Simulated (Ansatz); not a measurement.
ZnO: the gap under strain, fitted and tested

Plane-wave DFT in Ansatz, r2SCAN, scalar-relativistic PAW potentials, cutoff 500 eV, no spin-orbit coupling; no spin polarisation. ZnO in space group P6_3mc. Biaxial strain in the a-b plane; c and atoms relaxed (conventional cell); Kohn–Sham gaps sought over the whole zone.

| strain (%) | space group | gap (eV) |
| --- | --- | --- |
| -6.0 | P6_3mc | 1.122 |
| -4.0 | P6_3mc | ? |
| -2.0 | P6_3mc | 1.211 |
| +0.0 | P6_3mc | 1.238 |
| +2.0 | P6_3mc | 1.252 |
| +4.0 | P6_3mc | 1.260 |
| +6.0 | P6_3mc | 1.283 |

Problem. Fit the given gaps and predict the missing one.

Solution. Next to zero the slopes are +13 meV per % on the compressed side and +7 on the stretched side. No break shows at zero, so all given rows go into a parabola: E_g = 1.234 +0.0126 ε -0.00094 ε² eV (ε in %; scatter 6 meV). At -4.0 % this gives 1.169 eV; the run gave 1.172 eV, 3 meV away. The fit holds.

Cost: about 15 core-minutes for the runs cited, on Intel Xeon Platinum 8259CL (Skylake/Cascade Lake) (shared hosts).